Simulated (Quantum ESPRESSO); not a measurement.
# SnTe (Fm-3m) in Quantum ESPRESSO: settings compared

The runs below take SnTe through band structure, single point, equation of state, with PBEsol, LDA.

All numbers are computed with Quantum ESPRESSO 7.5; they aren't measurements. Logs are shortened: lines on timing, memory, paths and dates and some standing lists are left out, and cuts for length are marked.

**What was measured.**

From a printed reference work, textbook, for a bulk crystal of SnTe at 300 K: band gap 0.18 eV (direct).

The results are compared with them further down.

## Step 1: The crystal as given

Symmetry: Fm-3m, No. 225, cubic system. The conventional cell has a = 6.302 Å, b = 6.302 Å, c = 6.302 Å, α = 90.00°, β = 90.00°, γ = 90.00°. Around Te (site symmetry m-3m) lie 6 Sn at 3.15 Å. Sn (site symmetry m-3m) is surrounded by 6 Te at 3.15 Å.

## Step 2: Band structure, PBEsol

Contents of pw.in:

```
&CONTROL
  calculation = 'scf'
  prefix = 'pwscf'
  outdir = './tmp'
  pseudo_dir = './pseudo'
  tprnfor = .true.
  tstress = .true.
  disk_io = 'low'
/
&SYSTEM
  ibrav = 0
  nat = 2
  ntyp = 2
  ecutwfc = 68
  ecutrho = 544
  nbnd = 16
  occupations = 'smearing'
  smearing = 'fd'
  degauss = 0.00367493
/
&ELECTRONS
  conv_thr = 4d-10
  electron_maxstep = 120
  mixing_beta = 0.5
/
ATOMIC_SPECIES
Te   127.6000 te_pbesol_v1.uspp.F.UPF
Sn   118.7100 sn_pbesol_v1.4.uspp.F.UPF
CELL_PARAMETERS angstrom
   0.0000000000    3.1508500000    3.1508500000
   3.1508500000    0.0000000000    3.1508500000
   3.1508500000    3.1508500000    0.0000000000
ATOMIC_POSITIONS crystal
Te     0.5000000000    0.5000000000    0.5000000000
Sn     0.0000000000    0.0000000000    0.0000000000
K_POINTS automatic
7 7 7 0 0 0
```

Contents of bands.in:

```
&CONTROL
  calculation = 'bands'
  prefix = 'pwscf'
  outdir = './tmp'
  pseudo_dir = './pseudo'
  disk_io = 'low'
  verbosity = 'high'
/
&SYSTEM
  ibrav = 0
  nat = 2
  ntyp = 2
  ecutwfc = 68
  ecutrho = 544
  nbnd = 16
  occupations = 'smearing'
  smearing = 'fd'
  degauss = 0.00367493
/
&ELECTRONS
  conv_thr = 1d-08
  electron_maxstep = 120
  mixing_beta = 0.5
  diago_full_acc = .true.
  startingwfc = 'random'
/
ATOMIC_SPECIES
Te   127.6000 te_pbesol_v1.uspp.F.UPF
Sn   118.7100 sn_pbesol_v1.4.uspp.F.UPF
CELL_PARAMETERS angstrom
   0.0000000000    3.1508500000    3.1508500000
   3.1508500000    0.0000000000    3.1508500000
   3.1508500000    3.1508500000    0.0000000000
ATOMIC_POSITIONS crystal
Te     0.5000000000    0.5000000000    0.5000000000
Sn     0.0000000000    0.0000000000    0.0000000000
K_POINTS crystal
60
 0.0000000000  0.0000000000  0.0000000000 1
 0.0625000000  0.0000000000  0.0625000000 1
 0.1250000000  0.0000000000  0.1250000000 1
 0.1875000000  0.0000000000  0.1875000000 1
 0.2500000000  0.0000000000  0.2500000000 1
 0.3125000000  0.0000000000  0.3125000000 1
 0.3750000000  0.0000000000  0.3750000000 1
 0.4375000000  0.0000000000  0.4375000000 1
 0.5000000000  0.0000000000  0.5000000000 1
 0.5000000000  0.0625000000  0.5625000000 1
 0.5000000000  0.1250000000  0.6250000000 1
 0.5000000000  0.1875000000  0.6875000000 1
 0.5000000000  0.2500000000  0.7500000000 1
 0.4375000000  0.3125000000  0.7500000000 1
 0.3750000000  0.3750000000  0.7500000000 1
 0.3375000000  0.3375000000  0.6750000000 1
 0.3000000000  0.3000000000  0.6000000000 1
 0.2625000000  0.2625000000  0.5250000000 1
 0.2250000000  0.2250000000  0.4500000000 1
 0.1875000000  0.1875000000  0.3750000000 1
 0.1500000000  0.1500000000  0.3000000000 1
 0.1125000000  0.1125000000  0.2250000000 1
 0.0750000000  0.0750000000  0.1500000000 1
 0.0375000000  0.0375000000  0.0750000000 1
 0.0000000000  0.0000000000  0.0000000000 1
 0.0625000000  0.0625000000  0.0625000000 1
 0.1250000000  0.1250000000  0.1250000000 1
 0.1875000000  0.1875000000  0.1875000000 1
 0.2500000000  0.2500000000  0.2500000000 1
 0.3125000000  0.3125000000  0.3125000000 1
 0.3750000000  0.3750000000  0.3750000000 1
 0.4375000000  0.4375000000  0.4375000000 1
 0.5000000000  0.5000000000  0.5000000000 1
 0.5250000000  0.4500000000  0.5250000000 1
 0.5500000000  0.4000000000  0.5500000000 1
 0.5750000000  0.3500000000  0.5750000000 1
 0.6000000000  0.3000000000  0.6000000000 1
 0.6250000000  0.2500000000  0.6250000000 1
 0.5833333333  0.2500000000  0.6666666667 1
 0.5416666667  0.2500000000  0.7083333333 1
 0.5000000000  0.2500000000  0.7500000000 1
 0.5000000000  0.2857142857  0.7142857143 1
 0.5000000000  0.3214285714  0.6785714286 1
 0.5000000000  0.3571428571  0.6428571429 1
 0.5000000000  0.3928571429  0.6071428571 1
 0.5000000000  0.4285714286  0.5714285714 1
 0.5000000000  0.4642857143  0.5357142857 1
 0.5000000000  0.5000000000  0.5000000000 1
 0.4821428571  0.4821428571  0.5357142857 1
 0.4642857143  0.4642857143  0.5714285714 1
 0.4464285714  0.4464285714  0.6071428571 1
 0.4285714286  0.4285714286  0.6428571429 1
 0.4107142857  0.4107142857  0.6785714286 1
 0.3928571429  0.3928571429  0.7142857143 1
 0.3750000000  0.3750000000  0.7500000000 1
 0.6250000000  0.2500000000  0.6250000000 1
 0.5937500000  0.1875000000  0.5937500000 1
 0.5625000000  0.1250000000  0.5625000000 1
 0.5312500000  0.0625000000  0.5312500000 1
 0.5000000000  0.0000000000  0.5000000000 1
```

Potentials or basis: GBRV 1.5 PBEsol.

On the command line:

```bash
$ OMP_NUM_THREADS=1 mpirun -n 2 pw.x -nk 2 -in pw.in > pw.out
$ OMP_NUM_THREADS=1 mpirun -n 2 pw.x -nk 2 -in bands.in > bands.out
```

pw.out:

```text
This program is part of the open-source Quantum ESPRESSO suite
     for quantum simulation of materials; please cite
         "P. Giannozzi et al., J. Phys.:Condens. Matter 21 395502 (2009);
         "P. Giannozzi et al., J. Phys.:Condens. Matter 29 465901 (2017);
         "P. Giannozzi et al., J. Chem. Phys. 152 154105 (2020);
     in publications or presentations arising from this work. More details at

     Message from routine setup:
     using ibrav=0 with symmetry is DISCOURAGED, use correct ibrav instead

     K-points division:     npool     =       2
     Subspace diagonalization in iterative solution of the eigenvalue problem:
     a serial algorithm will be used

     G-vector sticks info
     --------------------
     sticks:   dense  smooth     PW     G-vecs:    dense   smooth      PW
     Sum        2665    1333    379                90249    31951    5029

     Using Slab Decomposition

     bravais-lattice index     =            0
     lattice parameter (alat)  =       8.4206  a.u.
     unit-cell volume          =     422.1918 (a.u.)^3
     number of atoms/cell      =            2
     number of atomic types    =            2
     number of electrons       =        20.00
     number of Kohn-Sham states=           16
     kinetic-energy cutoff     =      68.0000  Ry
     charge density cutoff     =     544.0000  Ry
     scf convergence threshold =      4.0E-10
     mixing beta               =       0.5000
     number of iterations used =            8  plain     mixing
     Exchange-correlation= SLA  PW   PSX  PSC
                           (   1   4  10   8   0   0   0)

     celldm(1)=   8.420572  celldm(2)=   0.000000  celldm(3)=   0.000000
     celldm(4)=   0.000000  celldm(5)=   0.000000  celldm(6)=   0.000000

     crystal axes: (cart. coord. in units of alat)
               a(1) = (   0.000000   0.707107   0.707107 )
               a(2) = (   0.707107   0.000000   0.707107 )
               a(3) = (   0.707107   0.707107   0.000000 )

     reciprocal axes: (cart. coord. in units 2 pi/alat)
               b(1) = ( -0.707107  0.707107  0.707107 )
               b(2) = (  0.707107 -0.707107  0.707107 )
               b(3) = (  0.707107  0.707107 -0.707107 )

     PseudoPot. # 1 for Te read from file:
     te_pbesol_v1.uspp.F.UPF
     Pseudo is Ultrasoft + core correction, Zval =  6.0
     Generated by new atomic code, or converted to UPF format
     Using radial grid of  891 points,  5 beta functions with:
                l(1) =   0
                l(2) =   0
                l(3) =   1
                l(4) =   1
                l(5) =   2
     Q(r) pseudized with  6 coefficients,  rinner =    1.800   1.800   1.800
                                                       1.800   1.800

     PseudoPot. # 2 for Sn read from file:
     sn_pbesol_v1.4.uspp.F.UPF
     Pseudo is Ultrasoft + core correction, Zval = 14.0
     Generated by new atomic code, or converted to UPF format
     Using radial grid of  891 points,  6 beta functions with:
                l(1) =   0
                l(2) =   0
                l(3) =   1
                l(4) =   1
                l(5) =   2
                l(6) =   2
     Q(r) pseudized with  8 coefficients,  rinner =    1.350   1.350   1.350
                                                       1.350   1.350

     atomic species   valence    mass     pseudopotential
     Te                6.00   127.60000     Te( 1.00)
     Sn               14.00   118.71000     Sn( 1.00)

     48 Sym. Ops., with inversion, found

   Cartesian axes

     site n.     atom                  positions (alat units)
         1        Te     tau(   1) = (   0.7071068   0.7071068   0.7071068  )
         2        Sn     tau(   2) = (   0.0000000   0.0000000   0.0000000  )

     number of k points=    20  Fermi-Dirac smearing, width (Ry)=  0.0037
                       cart. coord. in units 2pi/alat
        k(    1) = (   0.0000000   0.0000000   0.0000000), wk =   0.0058309
        k(    2) = (   0.1010153   0.1010153  -0.1010153), wk =   0.0466472
[... 48 lines left out ...]
     6.2218   7.7621   8.4481   8.4822   8.4822  15.1340  16.1914  16.1915

          k = 0.2020-0.0000 0.0000 (  3975 PWs)   bands (ev):

   -13.7731 -13.7695 -13.7637 -13.7609 -13.7609  -4.5490   2.4242   5.5393
     5.5393   7.2112   9.1648  11.5613  11.5613  11.7857  13.8947  13.8947

          k = 0.3030 0.1010-0.1010 (  3990 PWs)   bands (ev):

   -13.7756 -13.7700 -13.7635 -13.7588 -13.7582  -4.1810   1.4403   5.3346
     5.4630   6.8756   9.1123  10.9204  10.9472  11.9252  14.8954  15.1057

          k = 0.4041 0.2020-0.2020 (  3993 PWs)   bands (ev):

   -13.7772 -13.7721 -13.7618 -13.7572 -13.7556  -3.6487   0.3001   5.2931
     5.4408   6.4092   9.4510   9.8275  10.3766  13.0134  16.4293  16.8535

          k =-0.2020-0.4041 0.4041 (  3991 PWs)   bands (ev):

   -13.7765 -13.7738 -13.7605 -13.7566 -13.7556  -3.4214  -0.1173   4.8223
     5.8529   6.8258   8.9736   9.0425  10.6920  14.8056  15.5399  16.0547

          k =-0.1010-0.3030 0.3030 (  3999 PWs)   bands (ev):

   -13.7740 -13.7740 -13.7611 -13.7580 -13.7572  -3.8248   0.5758   4.6905
     6.3470   7.6105   8.5334   8.6293  11.2884  13.5766  14.2881  16.9181

          k =-0.0000-0.2020 0.2020 (  3989 PWs)   bands (ev):

   -13.7729 -13.7715 -13.7624 -13.7608 -13.7593  -4.3342   1.6715   5.1123
     6.3629   7.3929   9.1761   9.2449  11.4708  12.9168  13.2925  14.8661

          k = 0.4041-0.0000 0.0000 (  3996 PWs)   bands (ev):

   -13.7800 -13.7675 -13.7654 -13.7563 -13.7563  -3.9417   1.5042   4.8352
     4.8352   5.2864  10.7301  10.8143  12.1521  12.1521  15.8827  16.4639

          k = 0.5051 0.1010-0.1010 (  4001 PWs)   bands (ev):

   -13.7826 -13.7679 -13.7649 -13.7547 -13.7541  -3.5246   0.9401   3.9726
     4.7158   5.0328  10.8333  11.6755  11.7686  12.3642  17.4400  17.4845

          k =-0.1010-0.5051 0.5051 (  3982 PWs)   bands (ev):

   -13.7814 -13.7702 -13.7619 -13.7557 -13.7540  -3.2306   0.3581   3.3532
     5.0087   5.6108  10.5545  10.7176  12.6048  12.8576  15.9439  16.5499

          k = 0.0000-0.4041 0.4041 (  3999 PWs)   bands (ev):

   -13.7777 -13.7727 -13.7585 -13.7585 -13.7560  -3.3992   0.2944   3.5776
     5.6658   6.4894   9.4043   9.7558  12.5224  14.6235  14.7965  14.9917

          k = 0.6061-0.0000 0.0000 (  4004 PWs)   bands (ev):

   -13.7868 -13.7667 -13.7659 -13.7524 -13.7524  -3.3052   1.3889   2.9474
     4.3759   4.3759  10.1750  12.8920  12.8920  13.7755  16.8916  18.1670

          k =-0.0000-0.6061 0.6061 (  3987 PWs)   bands (ev):

   -13.7862 -13.7669 -13.7655 -13.7529 -13.7524  -3.1687   1.1136   2.5860
     4.4770   4.7236  10.6270  12.1645  12.4828  14.1064  17.3889  17.8195

          k = 0.4041 0.2020 0.0000 (  3997 PWs)   bands (ev):

   -13.7782 -13.7703 -13.7631 -13.7566 -13.7564  -3.7752   0.8683   4.3668
     5.2837   6.4041   9.6308  10.4523  11.5051  12.6739  15.6958  16.4735

          k =-0.2020-0.4041 0.6061 (  4009 PWs)   bands (ev):

   -13.7793 -13.7716 -13.7607 -13.7574 -13.7543  -3.3464   0.2773   3.9982
     4.4827   6.9970   8.7474  11.2606  12.0123  13.2946  15.1479  16.9866

          k =-0.1010-0.5051 0.7071 (  4009 PWs)   bands (ev):

   -13.7839 -13.7683 -13.7640 -13.7550 -13.7525  -3.2299   0.8258   3.1331
     3.8914   5.8240  10.5106  11.1556  13.2437  13.2785  16.0066  17.8305

          k = 0.0000-0.4041 0.6061 (  4008 PWs)   bands (ev):

   -13.7820 -13.7702 -13.7608 -13.7578 -13.7525  -3.1411   0.5404   3.0852
     3.8063   6.8196   9.2162  12.1180  13.0379  13.3579  14.5991  18.0732

     the Fermi energy is     8.0841 ev

!    total energy              =    -185.39706864 Ry
     estimated scf accuracy    <          1.2E-10 Ry
     smearing contrib. (-TS)   =      -0.00000528 Ry
     internal energy E=F+TS    =    -185.39706336 Ry

     The total energy is F=E-TS. E is the sum of the following terms:
     one-electron contribution =     -71.18843282 Ry
     hartree contribution      =      47.36507512 Ry
     xc contribution           =     -56.87836415 Ry
     ewald contribution        =    -104.69534151 Ry

     convergence has been achieved in   9 iterations

     Forces acting on atoms (cartesian axes, Ry/au):

     atom    1 type  1   force =     0.00000000    0.00000000    0.00000000
     atom    2 type  2   force =     0.00000000    0.00000000    0.00000000

     Total force =     0.000000     Total SCF correction =     0.000000

     Computing stress (Cartesian axis) and pressure

          total   stress  (Ry/bohr**3)                   (kbar)     P=       -6.32
  -0.00004295  -0.00000000  -0.00000000           -6.32       -0.00       -0.00
  -0.00000000  -0.00004295  -0.00000000           -0.00       -6.32       -0.00
  -0.00000000  -0.00000000  -0.00004295           -0.00       -0.00       -6.32

=------------------------------------------------------------------------------=
   JOB DONE.
=------------------------------------------------------------------------------=
```

It took 52 s on 2 MPI ranks of Arm Neoverse V2, shared host; peak memory 0.46 GiB.

Results:

- Free energy: -2522.4556 eV
- Pressure: -0.6 GPa
- Band gap along the path: 0.19 eV, direct

Levels at the corners of the path, in eV from the Fermi level:
| point | band 7 | band 8 | band 9 | band 10 | band 11 | band 12 | band 13 | band 14 |
| --- | --- | --- | --- | --- | --- | --- | --- | --- |
| Γ | -4.76 | -2.16 | -2.16 | -2.16 | 3.40 | 3.40 | 3.40 | 4.64 |
| X | -6.54 | -5.63 | -3.77 | -3.77 | 2.02 | 4.94 | 4.94 | 6.32 |
| W | -7.43 | -4.88 | -4.88 | -0.85 | 0.79 | 4.52 | 4.52 | 6.09 |
| K | -7.48 | -5.23 | -3.28 | -2.77 | 2.98 | 3.00 | 4.16 | 5.49 |
| Γ | -4.76 | -2.16 | -2.16 | -2.16 | 3.40 | 3.40 | 3.40 | 4.64 |
| L | -8.38 | -1.83 | -1.83 | -0.10 | 0.08 | 0.28 | 0.28 | 7.79 |
| U | -7.48 | -5.23 | -3.28 | -2.77 | 2.98 | 3.00 | 4.16 | 5.49 |
| W | -7.43 | -4.88 | -4.88 | -0.85 | 0.79 | 4.52 | 4.52 | 6.09 |
| L | -8.38 | -1.83 | -1.83 | -0.10 | 0.08 | 0.28 | 0.28 | 7.79 |
| K | -7.48 | -5.23 | -3.28 | -2.77 | 2.98 | 3.00 | 4.16 | 5.49 |
| U | -7.48 | -5.23 | -3.28 | -2.77 | 2.98 | 3.00 | 4.16 | 5.49 |
| X | -6.54 | -5.63 | -3.77 | -3.77 | 2.02 | 4.94 | 4.94 | 6.32 |

Caveat: this odd mesh misses L, where the gap lies, so gap, dielectric constants and Born charges aren't listed; spin-orbit coupling is left out, which moves the levels of the heavy elements.

## Step 3: Single point, LDA, 29.40 Å³/atom

Changes to pw.in since step 2:

```diff
@@ -7,3 +7,3 @@
   tstress = .true.
-  disk_io = 'low'
+  disk_io = 'nowf'
 /
@@ -26,8 +26,8 @@
 ATOMIC_SPECIES
-Te   127.6000 te_pbesol_v1.uspp.F.UPF
-Sn   118.7100 sn_pbesol_v1.4.uspp.F.UPF
+Te   127.6000 te_lda_v1.uspp.F.UPF
+Sn   118.7100 sn_lda_v1.4.uspp.F.UPF
 CELL_PARAMETERS angstrom
-   0.0000000000    3.1508500000    3.1508500000
-   3.1508500000    0.0000000000    3.1508500000
-   3.1508500000    3.1508500000    0.0000000000
+   0.0000000000    3.0865288906    3.0865288906
+   3.0865288906    0.0000000000    3.0865288906
+   3.0865288906    3.0865288906    0.0000000000
 ATOMIC_POSITIONS crystal
```

Potentials or basis: GBRV 1.5 LDA.

On the command line:

```bash
$ OMP_NUM_THREADS=1 mpirun -n 2 pw.x -nk 2 -in pw.in > pw.out
```

Run time: 15 s. Hardware: 2 MPI ranks of Arm Neoverse V2, shared host; peak memory 0.44 GiB.

The run converged. Its results:

```yaml
Free_energy: -2523.6659 eV
Pressure: 1.3 GPa
```

Caveat: this odd mesh misses L, where the gap lies, so gap, dielectric constants and Born charges aren't listed.

(Part 1 of 2 ends here.)
